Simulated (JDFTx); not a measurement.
BAs:

```
As B
1.0
     0.00000    2.38850    2.38850
     2.38850    0.00000    2.38850
     2.38850    2.38850    0.00000
As B
1 1
Cartesian
  3.5827 3.5827 3.5827
  0.0000 0.0000 0.0000
```

Base run:

- Program: JDFTx 1.7.0 (patched build)
- Functional: PBE
- Potentials or basis: PseudoDojo-SR-PBE-0.5-standard
- Cutoff: 1143 eV
- Density cutoff: 4572 eV
- k mesh: 10 × 10 × 10
- Occupations: fermi-dirac, width 0.05 eV
- Spin: no spin polarisation

Its results: band gap on the k mesh 1.20 eV, indirect (least direct gap 3.29 eV).

Question: After a change of settings the same cell gave: band gap on the k mesh, kohn-sham part alone 1.53 eV, indirect (least direct gap 3.46 eV). Which change was it?
A. functional from PBE to r2SCAN; potentials or basis from PseudoDojo-SR-PBE-0.5-standard to SG15-PBE-1.2 with smoothed tails; cutoff from 1143 eV to 1088 eV; density cutoff from 4572 eV to 8708 eV; valence electrons from 18 to 8
B. functional from PBE to GLLB-SC; density cutoff from 4572 eV to 9143 eV; occupations from fermi-dirac, width 0.05 eV to fixed
C. functional from PBE to LDA; potentials or basis from PseudoDojo-SR-PBE-0.5-standard to PseudoDojo-SR-LDA-0.4.1-standard with smoothed tails; cutoff from 1143 eV to 1088 eV; density cutoff from 4572 eV to 8708 eV
D. functional from PBE to HSE06; cutoff from 1143 eV to 1034 eV; density cutoff from 4572 eV to 8272 eV; k mesh from 10 × 10 × 10 to 3 × 3 × 3

Answer: B.

Caveats: the gap lacks the derivative discontinuity (some runs); a model potential gives levels but no total energy (some runs).

Not every run made on this cell is shown here.
